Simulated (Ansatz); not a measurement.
Take a crystal in which Pd has been replaced by Pt on all its sites, with the cell rescaled by a rough guess (in some cases also distorted within its space group) and nothing relaxed:

```cif
data_structure
_symmetry_space_group_name_H-M 'P 1'
_symmetry_Int_Tables_number 1
_cell_length_a 2.6041
_cell_length_b 2.6041
_cell_length_c 2.6041
_cell_angle_alpha 109.471
_cell_angle_beta 109.471
_cell_angle_gamma 109.471
_cell_volume 13.59
loop_
_atom_site_label
_atom_site_type_symbol
_atom_site_fract_x
_atom_site_fract_y
_atom_site_fract_z
_atom_site_occupancy
Pt1 Pt 0.00000 0.00000 0.00000 1
```

All numbers below come from DFT PBE, scalar-relativistic, plane waves, PAW in Ansatz.

Settings: cutoff 420 eV, Γ-centred mesh 20×20×20 on the computed 1-atom cell, Gaussian smearing of 0.10 eV; no spin polarisation.

(1) Will this cell want to expand or contract, and how hard?

(2) Is it a metal on this mesh?

Spin-orbit coupling is left out, which matters for the bands of heavy elements.

Results:

(1) The pressure is 54.4 GPa (positive in compression), so the cell would expand.

(2) Yes, a band crosses the Fermi level.

This bcc form isn't the element's structure at ambient conditions.